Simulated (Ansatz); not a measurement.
**Platinum, bcc: HSE06 after PBE**

Aim: see what exact exchange does to the levels, and what it costs. Spin polarisation is left out. The cell comes from an earlier PBE relaxation. Exact exchange is dear, so the k-mesh is coarse, and PBE is run on the same mesh for comparison.

Method: DFT, plane waves (420 eV) with PBE-made PAW files, scalar-relativistic; functionals as named at each step, in Ansatz 0.2.0.

## (1) The system as given

Symmetry: Im-3m, No. 229, cubic system. Conventional cell: a = 3.165 Å, b = 3.165 Å, c = 3.165 Å, α = 90.00°, β = 90.00°, γ = 90.00°. Pt (site symmetry m-3m) has 8 Pt at 2.74 Å as nearest neighbours.

Coordinates:

```
CELL_PARAMETERS angstrom
-1.58248 1.58248 1.58248
1.58248 -1.58248 1.58248
1.58248 1.58248 -1.58248
ATOMIC_POSITIONS crystal
Pt 0.00000 0.00000 0.00000
```

## (2) PBE on the coarse mesh

The run with PBE.

Input file input.yaml:

```yaml
crystal:
  lattice:
    - [-1.582483264, 1.582483264, 1.582483264]
    - [1.582483264, -1.582483264, 1.582483264]
    - [1.582483264, 1.582483264, -1.582483264]
  atoms:
    - { symbol: Pt, position: [0.0, 0.0, 0.0] }
hamiltonian:
  xc: pbe
  pseudopotentials:
    kind: paw
    azcp:
      Pt: "pseudopotentials/Pt.paw.azcp"
basis:
  ecutwfc: 420
  fft_grid_basis: typed
kpoints:
  mp_grid: { grid: [7, 7, 7], shift: [0, 0, 0] }
magnetization:
  spin_polarized: false
scf:
  occupations: { method: fermi_dirac, width: 0.1 }
```

Command:

```sh
ansatz run input.yaml --threads 4 --pin off --max-ram 8192MiB --backend cpu --events-out ev --progress --plain --runs-dir out
```

## (3) HSE06, coarse mesh

The run with HSE06.

input.yaml: that of step 2 with these lines changed.

```diff
@@ -8,3 +8,3 @@
 hamiltonian:
-  xc: pbe
+  xc: hse06
   pseudopotentials:
@@ -22 +22,6 @@
   occupations: { method: fermi_dirac, width: 0.1 }
+output:
+  write_density: true
+  write_potential: true
+  elf: true
+  volumetric_format: npy
```

(Steps that only read results are left out.)

**Question.** What will these runs give? Wanted: PBE: gap; HSE06: gap.

As calculated:

| quantity | value |
| --- | --- |
| PBE: gap | none (levels filled in part) |
| HSE06: gap | none (levels filled in part) |
| HSE06: SCF cycles, exchange loops | 14, 2 |
| HSE06: CPU time over that of PBE | 18 |

What this shows: Neither PBE nor HSE06 shows a clean gap on this mesh. The hybrid took 18 times as much CPU time as PBE on the same settings. HSE06 needed 2 outer loops of the exchange operator. Absolute energies differ from functional to functional, by eV per atom at times, and say nothing by themselves.
